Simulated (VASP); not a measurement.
A run of VASP 6.6.1 is set up as follows.

INCAR

```
PREC     = Accurate       # precision mode
ENCUT    = 520            # plane-wave cutoff, eV
EDIFF    = 1E-7           # SCF threshold, eV
ISMEAR   = 0              # smearing method
SIGMA    = 0.1            # smearing width, eV
LREAL    = False          # projectors in reciprocal space
LASPH    = True           # aspherical terms in the spheres
NELM     = 100            # most SCF steps
ALGO     = Normal         # electronic algorithm
ISIF     = 2              # what is computed and relaxed
LWAVE    = False          # write WAVECAR
LCHARG   = False          # write CHGCAR
GGA      = PE             # functional
NBANDS   = 8              # bands
```

Contents of KPOINTS:

```
regular mesh
0
Gamma
  4 4 4
```

File POSCAR:

```
Al                                      
1.0
    0.0000000000      2.0062194833      2.0062194833
    2.0062194833      0.0000000000      2.0062194833
    2.0062194833      2.0062194833      0.0000000000
  Al            
     1
Direct
     0.0000000000000000    0.0000000000000000    0.0000000000000000
```

Potentials or basis: VASP PAW PBE potentials, release 64 (Al).

Run with:

```sh
$ cat potpaw_PBE.64/Al/POTCAR > POTCAR
$ mpirun -np 1 vasp_std > vasp.out
```

(1) What does it give for the pressure?

(2) Estimate the band gap on the k mesh.

Results:

(1) 2.7 GPa.

(2) none (metal or under the smearing width).

Caveat: the k mesh is coarse (spacing up to 0.68 Å⁻¹), so the values aren't converged.
